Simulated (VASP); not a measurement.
A run of VASP 6.6.1:

Contents of POSCAR:

```
BaS
1.0
    0.0000000000      3.1937500000      3.1937500000
    3.1937500000      0.0000000000      3.1937500000
    3.1937500000      3.1937500000      0.0000000000
Ba S
1 1
Direct
    0.0000000000      0.0000000000      0.0000000000
    0.5000000000      0.5000000000      0.5000000000
```

File INCAR.step1:

```
SYSTEM = BaS
ALGO = Normal
EDIFF = 1E-5
ENCUT = 600
GGA = PE
ISMEAR = -1
LASPH = .True.
LCHARG = .False.
LREAL = .False.
LWAVE = .True.
NELM = 100
PREC = Accurate
SIGMA = 0.05
```

The input INCAR.step2:

```
SYSTEM = BaS
AEXX = 0.2
AGGAC = 0.81
AGGAX = 0.72
ALDAC = 0.19
ALGO = Normal
EDIFF = 1E-6
EDIFFG = -0.02
ENCUT = 600
GGA = B3
HFRCUT = -1
IBRION = 2
ISIF = 3
ISMEAR = -1
ISTART = 1
LASPH = .True.
LCHARG = .False.
LHFCALC = .True.
LREAL = .False.
LWAVE = .False.
NELM = 100
NSW = 40
PREC = Accurate
PRECFOCK = Fast
SIGMA = 0.05
```

Contents of KPOINTS:

```
k-points
0
Gamma
  4 4 4
  0 0 0
```

Potentials or basis: VASP PAW PBE potentials, release 64 (Ba_sv, S).

Launch:

```console
$ cat potpaw_PBE.64/Ba_sv/POTCAR potpaw_PBE.64/S/POTCAR > POTCAR
$ cp INCAR.step1 INCAR
$ mpirun -np 1 vasp_std > vasp.out
$ cp INCAR.step2 INCAR
$ mpirun -np 1 vasp_std > vasp.out
```

Hardware: 1 thread of AMD EPYC 7571 (shared host).

Problem. Estimate the wall time of this run.

Solution. It took 20 min on 1 thread of AMD EPYC 7571 (shared host), peak memory 0.19 GiB. Counts: scf iterations 34, k points 8, ion steps 3.
